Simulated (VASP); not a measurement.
Hg:

```
Hg
1.0
     3.32056    0.00000    0.00000
    -1.47214    3.07613    0.00000
    -0.95833   -1.39730    8.12061
Hg
3
Direct
  0.00000 0.00000 0.00000
  0.41393 0.25858 0.66474
  0.58607 0.74142 0.33526
```

| Property | Result |
| --- | --- |
| Program | VASP 6.6.1 |
| Task | single point |
| Functional | PBE |
| Potentials or basis | VASP PAW PBE potentials, release 64 (Hg) |
| Cutoff | 520 eV |
| k mesh | 9 × 9 × 4 |
| Occupations | fermi-dirac, width 0.05 eV |
| Spin | no spin polarisation |

On this cell: pressure 0.9 GPa; largest force 0.027 eV/Å; band gap on the k mesh none (metal or under the smearing width).

The same run follows on a disturbed copy (atoms moved at random, drawn with an rms of 0.05 Å):

```
Hg
1.0
     3.32056    0.00000    0.00000
    -1.47214    3.07613    0.00000
    -0.95833   -1.39730    8.12061
Hg
3
Direct
  0.99446 0.97869 0.99447
  0.41264 0.27507 0.65907
  0.58877 0.74502 0.33771
```

What changes?

The energy (extrapolated to zero smearing) moves by +1.2 meV/atom; pressure 0.9 GPa; largest force 0.123 eV/Å; band gap on the k mesh none (metal or under the smearing width).

Forces on the atoms (eV/Å):
```
Hg   0.000  0.013  0.051
Hg  -0.010  0.007  0.070
Hg   0.011 -0.019 -0.121
```

Stress tensor (GPa, compression positive):
```
 0.80  0.10  0.01
 0.10  0.97 -0.04
 0.01 -0.04  0.93
```
